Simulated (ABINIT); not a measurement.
Runs of ABINIT 10.8.3 (patched build) on AlNi. It takes space group Cmmm (No. 65, orthorhombic). The conventional cell has a = 3.877 Å, b = 3.906 Å, c = 3.099 Å, α = 90.00°, β = 90.00°, γ = 90.00°. Ni (site symmetry mmm) is surrounded by 8 Al at 2.48 to 2.49 Å and 4 Ni at 2.75 Å. Al (site symmetry mmm) is surrounded by 8 Ni at 2.48 to 2.49 Å and 4 Al at 2.75 Å. The cell comes from a database or a generator and needn't be the stable form of this composition.

```tsv
task	potentials or basis	cell	k mesh	cutoff (eV)	smearing	cell freedom (optcell)	optimiser (ionmov)	cutoff smearing ecutsm (Ha)	force stop (Ha/bohr)	fine-grid cutoff	gap on the mesh (eV)	pressure (GPa)	moment (μB)
single point	PseudoDojo NC SR LDA v0.4.1 standard	as given	8 × 8 × 7	1333	fermi-dirac 0.05 eV	-	-	-	-	-	none	-5.5	0.00
relaxation of cell and atoms	JTH PAW LDA v2.0	relaxed	8 × 8 × 7	1116	fermi-dirac 0.05 eV	2	2	0.5	2e-05	1714.32 eV	none	0.0	0.00
optical spectrum	PseudoDojo NC SR LDA v0.4.1 standard	as given	14 × 14 × 12	1333	gaussian 0.2 eV	-	-	-	-	-	none	-5.6	0.00
single point	JTH PAW LDA v2.0	cell relaxed	8 × 8 × 7	1116	fermi-dirac 0.05 eV	-	-	-	-	1714.32 eV	none	(a)	0.00
phonons	JTH PAW LDA v2.0	cell relaxed at zero pressure by an earlier run	10 × 10 × 8	1116	gaussian 0.2 eV	-	-	0.5	-	1714.32 eV	none	0.0	0.00
```

Alike in all rows: level LDA; spin collinear, ferromagnetic start.

Fill in the values left out.

(a) -0.2.

Caveats: small starting moments can end in a higher magnetic state in this program; the atomic spheres overlap (some runs); the intraband (Drude) term is left out (some runs); spectra need much finer meshes, so this one isn't converged (some runs); independent-particle spectra lack excitons (some runs); the mesh is coarse for a metal's response (some runs).

A gap of «none» marks a metal or a gap under the smearing width.
